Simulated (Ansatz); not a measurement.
YN under changes of volume

One of the cells (14.500 Å³/atom); the others are scaled copies at fixed shape and fractional positions:

```xyz
2
Lattice="0.0000 2.4385 2.4385 2.4385 0.0000 2.4385 2.4385 2.4385 0.0000" Properties=species:S:1:pos:R:3 pbc="T T T"
Y     0.0000    0.0000    0.0000
N     2.4385    2.4385    2.4385
```

* Program: Ansatz 0.2.0
* Functional: PBE
* Potentials or basis: Ansatz PAW
* Cutoff: 420 eV (not typed: the program's choice for these potentials)
* k mesh: 9 × 9 × 9
* Occupations: fermi-dirac, width 0.05 eV
* Spin: no spin polarisation

```tsv
volume (Å³/atom)	energy over the lowest point (meV/atom)	pressure (GPa)	gap on the mesh (eV)
13.630	49.56	15.0	0.13
13.920	26.42	10.6	0.17
14.210	10.93	6.6	0.20
14.500	?	?	?
14.790	0.00	-0.3	0.27
15.080	3.29	-3.3	0.30
15.370	11.60	-5.9	0.33
```

Question: What does the run at 14.500 Å³/atom give?

Answer: Energy over the lowest point 2.39 meV/atom; pressure 3.0 GPa; gap on the mesh 0.24 eV.

Worked out: A Birch-Murnaghan fit of order 3 (a polynomial in V^(-2/3)) to the other rows has its minimum at 14.76 Å³/atom with B0 = V·E''(V) = 159 GPa and B' = 4.3. It gives 2.36 meV/atom at 14.500 Å³/atom, against the run's 2.39, and -dE/dV = 3.0 GPa, against 3.0. A straight line through the other rows of the gap, of slope 1.66 eV per unit of ln V, gives 0.23 eV, against the run's 0.24.

Energies are extrapolated to zero smearing.

Caveats: odd divisions of the mesh miss points on the zone boundary, where band edges often lie, so the gap on the mesh can be too wide.

A mesh can miss the band edges. Spin-orbit coupling on Y is left out.
